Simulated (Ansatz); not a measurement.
Cost and result for the equilibrium volume of Zn

It takes space group Fm-3m (No. 225, cubic). The conventional cell has a = 3.930 Å, b = 3.930 Å, c = 3.930 Å, α = 90.00°, β = 90.00°, γ = 90.00°. Zn (site symmetry m-3m) is surrounded by 12 Zn at 2.78 Å.

This isn't the form of Zn at room conditions, which is hcp.

| rung | level | program and potentials | cutoff (eV) | k mesh | smearing | core time | chip | equilibrium volume (Å³/atom) | notes |
| --- | --- | --- | --- | --- | --- | --- | --- | --- | --- |
| GGA | PBEsol | Ansatz, Ansatz PAW | 420 | 12 × 12 × 12 | fermi-dirac 0.05 | 2.9 s | AMD EPYC 9R45 Zen 5 | 14.10 | potentials made for PBE, which Ansatz adapts in part |
| LDA | LDA | Ansatz, Ansatz PAW | 420 | 12 × 12 × 12 | fermi-dirac 0.05 | 3.2 s | AMD EPYC 9R45 Zen 5 | 13.48 | potentials made for PBE, which Ansatz adapts in part |
| GGA + dispersion | BLYP+D4 | Ansatz, Ansatz PAW | 420 | 12 × 12 × 12 | fermi-dirac 0.05 | 5.1 s | Intel Xeon Platinum 8259CL Skylake/Cascade Lake | 15.08 | potentials made for PBE, which Ansatz adapts in part |
| GGA + dispersion | BLYP+D3(BJ) | Ansatz, Ansatz PAW | 420 | 12 × 12 × 12 | fermi-dirac 0.05 | 5.3 s | Intel Xeon Platinum 8259CL Skylake/Cascade Lake | 14.31 | potentials made for PBE, which Ansatz adapts in part |
| GGA + dispersion | PBEsol+D4 | Ansatz, Ansatz PAW | 420 | 12 × 12 × 12 | fermi-dirac 0.05 | 6.7 s | Arm Neoverse V1 | 13.77 | potentials made for PBE, which Ansatz adapts in part |
| GGA + dispersion | PBEsol+D3(BJ)+ATM | Ansatz, Ansatz PAW | 420 | 12 × 12 × 12 | fermi-dirac 0.05 | 6.9 s | AMD EPYC 7R43 Zen 3 | 13.57 | potentials made for PBE, which Ansatz adapts in part |
| GGA | BLYP | Ansatz, Ansatz PAW | 420 | 12 × 12 × 12 | fermi-dirac 0.05 | 7.4 s | Arm Neoverse V1 | 16.90 | potentials made for PBE, which Ansatz adapts in part |
| GGA + dispersion | PBEsol+D3(BJ) | Ansatz, Ansatz PAW | 420 | 12 × 12 × 12 | fermi-dirac 0.05 | 8.1 s | Arm Neoverse V1 | 13.41 | potentials made for PBE, which Ansatz adapts in part |
| LDA | LDA | Ansatz, JTH PAW LDA | 960 | 10 × 10 × 10 | fermi-dirac 0.1 | 14 s | Arm Neoverse V2 | 13.47 | - |
| hybrid | HSE03 | Ansatz, Ansatz PAW | 420 | 6 × 6 × 6 | fermi-dirac 0.05 | 21 s | AMD EPYC 7R13 Zen 3 | 15.14 | coarse mesh; potentials made for PBE, which Ansatz adapts in part |
| hybrid | HSE06 | Ansatz, Ansatz PAW | 420 | 6 × 6 × 6 | fermi-dirac 0.05 | 29 s | AMD EPYC 7R13 Zen 3 | 15.07 | coarse mesh; potentials made for PBE, which Ansatz adapts in part |

Times are single runs on shared hosts and different chips, so they are rough; meshes, cutoffs and the tasks' sizes weigh on the time. Task: relaxation of cell and atoms. All rows: no spin polarisation. Smearing widths are in eV. For a metal such meshes aren't converged. Meshes differ between rows, which moves values too. Meshes are those of the run's cell of 1 atom unless a note names another. Relaxations start from the cell shown or near it and stop with a little pressure left. Runs on faulty files, with rough fits or with known faults for this quantity aren't shown. PBE isn't shown for this crystal. No row holds spin-orbit coupling.

By rung: LDA 13.47 to 13.48; GGA 14.10 to 16.90; GGA + dispersion 13.41 to 15.08; hybrid on coarse meshes 15.07 to 15.14 (Å³/atom).
